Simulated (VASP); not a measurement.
Input and output of a VASP r²SCAN single-point calculation on SrTiO₃ (strained cubic perovskite)

INCAR

```
LWAVE = .FALSE.
ALGO = Normal
SIGMA = 0.01
LREAL = .FALSE.
NELM = 120
LCHARG = .FALSE.
METAGGA = R2SCAN
IBRION = -1
ISIF = 2
ISMEAR = 0
NBANDS = 28
PREC = Accurate
NSW = 0
LASPH = .TRUE.
ENCUT = 520
EDIFF = 1E-7
```

KPOINTS

```
KPOINTS created by Atomic Simulation Environment
0
Gamma
6 6 6
0 0 0
```

KPOINTS_OPT

```
special points
4
Reciprocal
0.0000000000 0.0000000000 0.0000000000 1
0.0000000000 0.5000000000 0.0000000000 1
0.5000000000 0.5000000000 0.0000000000 1
0.5000000000 0.5000000000 0.5000000000 1
```

POSCAR

```
Sr Ti O
 1.0000000000000000
     3.7896459564999998    0.0000000000000000    0.0000000000000000
     0.0000000000000000    3.7896459564999998    0.0000000000000000
     0.0000000000000000    0.0000000000000000    3.9858217010999999
 Sr  Ti  O
   1   1   3
Cartesian
  0.0000000000000000  0.0000000000000000  0.0000000000000000
  1.8948229782499997  1.8948229782499997  1.9929108505499995
  1.8948229782499997  1.8948229782499997  0.0000000000000000
  1.8948229782499997  0.0000000000000000  1.9929108505499995
  0.0000000000000000  1.8948229782499997  1.9929108505499995
```

VASP ran with the recommended PBE PAW datasets (40 valence electrons in the cell).

Command

```
mpirun -np 1 vasp_std
```

OSZICAR

```
N       E                     dE             d eps       ncg     rms          rms(c)
DAV:   1     0.412113156377E+03    0.41211E+03   -0.21807E+04  2240   0.163E+03
DAV:   2    -0.383533899568E+02   -0.45047E+03   -0.43181E+03  2548   0.454E+02
DAV:   3    -0.836252951606E+02   -0.45272E+02   -0.44950E+02  3160   0.139E+02
DAV:   4    -0.858257056145E+02   -0.22004E+01   -0.21939E+01  3396   0.260E+01
DAV:   5    -0.858805994141E+02   -0.54894E-01   -0.54880E-01  3220   0.356E+00    0.286E+01
DAV:   6    -0.625057217528E+02    0.23375E+02   -0.35042E+01  3056   0.683E+01    0.135E+01
DAV:   7    -0.630840212979E+02   -0.57830E+00   -0.37903E+00  2732   0.115E+01    0.841E+00
DAV:   8    -0.631673485716E+02   -0.83327E-01   -0.53813E-01  2664   0.502E+00    0.146E+00
DAV:   9    -0.631620047119E+02    0.53439E-02   -0.14894E-01  3436   0.283E+00    0.784E-01
DAV:  10    -0.631661231281E+02   -0.41184E-02   -0.41780E-02  2748   0.262E+00    0.539E-01
DAV:  11    -0.631628070291E+02    0.33161E-02   -0.21046E-02  3168   0.140E+00    0.145E-01
DAV:  12    -0.631626132045E+02    0.19382E-03   -0.17899E-03  2876   0.391E-01    0.861E-02
DAV:  13    -0.631626235261E+02   -0.10322E-04   -0.26198E-04  2864   0.189E-01    0.399E-02
DAV:  14    -0.631626105072E+02    0.13019E-04   -0.54631E-05  3104   0.574E-02    0.130E-02
DAV:  15    -0.631626103836E+02    0.12359E-06   -0.27900E-06  2872   0.181E-02    0.702E-03
DAV:  16    -0.631626096227E+02    0.76090E-06   -0.48358E-06  3100   0.150E-02    0.169E-03
DAV:  17    -0.631626096014E+02    0.21267E-07   -0.30757E-07  2260   0.425E-03
   1 F= -.63162610E+02 E0= -.63162610E+02  d E =-.229809-163
       N       E                     dE             ncg
DAV:   1     0.223731673134E+04   -0.43141E+04      224
DAV:   2     0.591982814600E+03   -0.16453E+04      236
DAV:   3     0.400195325152E+03   -0.19179E+03      352
DAV:   4     0.392918988862E+03   -0.72763E+01      272
DAV:   5     0.392533013042E+03   -0.38598E+00      304
DAV:   6     0.392515979423E+03   -0.17034E-01      284
DAV:   7     0.392515491493E+03   -0.48793E-03      316
DAV:   8     0.392515475300E+03   -0.16193E-04      284
DAV:   9     0.392515474943E+03   -0.35748E-06      188
DAV:  10     0.392515474924E+03   -0.19324E-07      204
```

From OUTCAR

```
k-points           NKPTS =     40   k-points in BZ     NKDIM =     40   number of bands    NBANDS=     28

   NELECT =      40.0000    total number of electrons

   dimension x,y,z NGX =    28 NGY =   28 NGZ =   30
   dimension x,y,z NGXF=    56 NGYF=   56 NGZF=   60

  energy-cutoff  :      520.00
  volume of cell :       57.24
      direct lattice vectors                 reciprocal lattice vectors
     3.789645956  0.000000000  0.000000000     0.263876893  0.000000000  0.000000000
     0.000000000  3.789645956  0.000000000     0.000000000  0.263876893  0.000000000
     0.000000000  0.000000000  3.985821701     0.000000000  0.000000000  0.250889296

 k-points in reciprocal lattice and weights: KPOINTS created by Atomic Simulation Env
   0.00000000  0.00000000  0.00000000       0.005
   0.16666667  0.00000000  0.00000000       0.019
   0.33333333  0.00000000  0.00000000       0.019
   0.50000000  0.00000000  0.00000000       0.009
   0.16666667  0.16666667  0.00000000       0.019
   0.33333333  0.16666667  0.00000000       0.037
   0.50000000  0.16666667  0.00000000       0.019
   0.33333333  0.33333333  0.00000000       0.019
   ...

 E-fermi :   4.4562

 k-point     1 :       0.0000    0.0000    0.0000
  band No.  band energies     occupation
      1     -54.3004      2.00000
      2     -29.5698      2.00000
      3     -29.5502      2.00000
      4     -29.5502      2.00000
      5     -29.4952      2.00000
      6     -14.4287      2.00000
      7     -13.5419      2.00000
      8     -13.2722      2.00000
      9     -11.0103      2.00000
     10     -10.9310      2.00000
     11     -10.9310      2.00000
     12       1.0704      2.00000
     13       1.3293      2.00000
     14       1.3293      2.00000
     15       2.7821      2.00000
     16       2.9672      2.00000
     17       2.9672      2.00000
     18       3.7897      2.00000
     19       3.8395      2.00000
     20       3.8395      2.00000
     21       6.5155      0.00000
     22       6.5155      0.00000
     23       6.6087      0.00000
     24       8.8410      0.00000
     25       9.2900      0.00000
     26       9.9914      0.00000
     27      10.4463      0.00000
     28      11.6738      0.00000

 k-point     2 :       0.1667    0.0000    0.0000
  band No.  band energies     occupation
      1     -54.2997      2.00000
      2     -29.6382      2.00000
      3     -29.5490      2.00000
      4     -29.5029      2.00000
      5     -29.4940      2.00000
      6     -14.3966      2.00000
      7     -13.4858      2.00000
      8     -13.3026      2.00000
      9     -10.9946      2.00000
     10     -10.9146      2.00000
     11     -10.7667      2.00000
     12       0.8864      2.00000
     13       1.0403      2.00000
     14       1.3094      2.00000
     15       2.4164      2.00000
     16       2.5893      2.00000
     17       2.6952      2.00000
     18       3.0456      2.00000
     19       3.6352      2.00000
     20       3.6691      2.00000
     21       6.5648      0.00000
     22       7.1674      0.00000
     23       7.2386      0.00000
     24       8.9207      0.00000
     25      10.0366      0.00000
     26      10.5275      0.00000
     27      10.9729      0.00000
     28      12.3565      0.00000

 k-point     3 :       0.3333    0.0000    0.0000
  band No.  band energies     occupation
      1     -54.2983      2.00000
      2     -29.7160      2.00000
      3     -29.5468      2.00000
      4     -29.4917      2.00000
      5     -29.4666      2.00000
      6     -14.4733      2.00000
      7     -13.3265      2.00000
      8     -13.1977      2.00000
      9     -10.9630      2.00000
     10     -10.8813      2.00000
     11     -10.4822      2.00000
     12      -0.0957      2.00000
     13       1.0005      2.00000
     14       1.2998      2.00000
     15       1.7828      2.00000
     16       1.9327      2.00000
     17       2.0096      2.00000
     18       2.2461      2.00000
     19       3.4562      2.00000
     20       3.4705      2.00000
     21       6.6676      0.00000
     22       8.2561      0.00000
     23       8.2898      0.00000
     24       8.9560      0.00000
     25      11.2231      0.00000
     26      11.7072      0.00000
     27      12.0607      0.00000
     28      13.0550      0.00000

 k-point     4 :       0.5000    0.0000    0.0000
  band No.  band energies     occupation
      1     -54.2976      2.00000
      2     -29.7499      2.00000
      3     -29.5456      2.00000
      4     -29.4906      2.00000
      5     -29.4531      2.00000
      6     -14.5486      2.00000
      7     -13.3217      2.00000
      8     -12.9996      2.00000
      9     -10.9470      2.00000
     10     -10.8644      2.00000
     11     -10.3566      2.00000
     12      -0.6179      2.00000
     13       1.0102      2.00000
     14       1.3758      2.00000
     15       1.4807      2.00000
     16       1.5688      2.00000
     17       1.6532      2.00000
     18       2.0363      2.00000
     19       3.3739      2.00000
     20       3.4122      2.00000
     21       6.7212      0.00000
     22       8.7589      0.00000
     23       8.7730      0.00000
     24       8.9656      0.00000
     25      11.7261      0.00000
     26      12.3669      0.00000
     27      12.6701      0.00000
     28      12.9531      0.00000

 k-point     5 :       0.1667    0.1667    0.0000
  band No.  band energies     occupation
      1     -54.2990      2.00000
      2     -29.6491      2.00000
      3     -29.5790      2.00000
      4     -29.4929      2.00000
      5     -29.4828      2.00000
      6     -14.3132      2.00000
      7     -13.4860      2.00000
      8     -13.2889      2.00000
      9     -10.9782      2.00000
     10     -10.8905      2.00000
     11     -10.6820      2.00000
     12       0.6638      2.00000
     13       1.0131      2.00000
     14       1.0371      2.00000
     15       1.8479      2.00000
     16       2.1489      2.00000
     17       2.8321      2.00000
     18       2.9829      2.00000
     19       3.3053      2.00000
     20       3.3978      2.00000
     21       7.1289      0.00000
     22       7.2678      0.00000
     23       7.5709      0.00000
     24       9.2088      0.00000
     25      10.6349      0.00000
     26      11.0354      0.00000
     27      11.3868      0.00000
     28      12.7287      0.00000

 k-point     6 :       0.3333    0.1667    0.0000
  band No.  band energies     occupation
      1     -54.2977      2.00000
      2     -29.7019      2.00000
      3     -29.5820      2.00000
      4     -29.4906      2.00000
      5     -29.4676      2.00000
      6     -14.3034      2.00000
      7     -13.3265      2.00000
      8     -13.2135      2.00000
      9     -10.9451      2.00000
     10     -10.8487      2.00000
     11     -10.5300      2.00000
     12      -0.1284      2.00000
     13       0.6050      2.00000
     14       0.9781      2.00000
     15       1.1780      2.00000
     16       1.6176      2.00000
     17       2.2857      2.00000
     18       2.9092      2.00000
     19       3.1439      2.00000
     20       3.1575      2.00000
     21       7.2619      0.00000
     22       8.2700      0.00000
     23       8.3744      0.00000
     24       9.3667      0.00000
     25      11.7724      0.00000
     26      12.1624      0.00000
     27      12.3430      0.00000
     28      13.3782      0.00000

 k-point     7 :       0.5000    0.1667    0.0000
  band No.  band energies     occupation
      1     -54.2970      2.00000
      2     -29.7321      2.00000
      3     -29.5758      2.00000
      4     -29.4895      2.00000
      5     -29.4634      2.00000
      6     -14.3546      2.00000
      7     -13.2550      2.00000
      8     -13.0861      2.00000
      9     -10.9283      2.00000
     10     -10.8274      2.00000
     11     -10.4633      2.00000
     12      -0.6234      2.00000
     13       0.3384      2.00000
     14       0.9963      2.00000
     15       1.0542      2.00000
     16       1.3364      2.00000
     17       2.1176      2.00000
     18       2.8748      2.00000
     19       3.0271      2.00000
     20       3.0621      2.00000
     21       7.3017      0.00000
     22       8.7614      0.00000
     23       8.8181      0.00000
     24       9.3970      0.00000
     25      12.2610      0.00000
     26      12.7382      0.00000
     27      13.0300      0.00000
     28      13.3050      0.00000

 ...

  Total        5.4019702      5.4019702      0.3055150      0.0000000     -0.0000000      0.0000000
  in kB      151.1985493    151.1985493      8.5512182      0.0000000     -0.0000000      0.0000000
  external PRESSURE =     103.6494389 kB  Pullay stress =       0.0000000 kB

 POSITION                                       TOTAL-FORCE (eV/Angst)
 -----------------------------------------------------------------------------------
      0.00000      0.00000      0.00000         0.000000      0.000000      0.000000
      1.89482      1.89482      1.99291         0.000000      0.000000      0.000000
      1.89482      1.89482      0.00000         0.000000      0.000000      0.000000
      1.89482      0.00000      1.99291         0.000000      0.000000      0.000000
      0.00000      1.89482      1.99291         0.000000      0.000000      0.000000
 -----------------------------------------------------------------------------------
    total drift:                                0.000000      0.000000      0.000000

  FREE ENERGIE OF THE ION-ELECTRON SYSTEM (eV)
  ---------------------------------------------------
  free  energy   TOTEN  =       -63.1626096014 eV

  energy  without entropy=      -63.1626096014  energy(sigma->0) =      -63.16260960
```

```yaml
gap_between_bands_v_and_c: 2.25 eV
least_direct_gap: 2.68 eV
pressure: 10.4 GPa
```

Band v is the last that the valence electrons fill when counted band by band, and c is the next.

The run took about 2.6 min on one core of a shared host (Intel Xeon Platinum 8488C) and held 0.25 GiB at most.
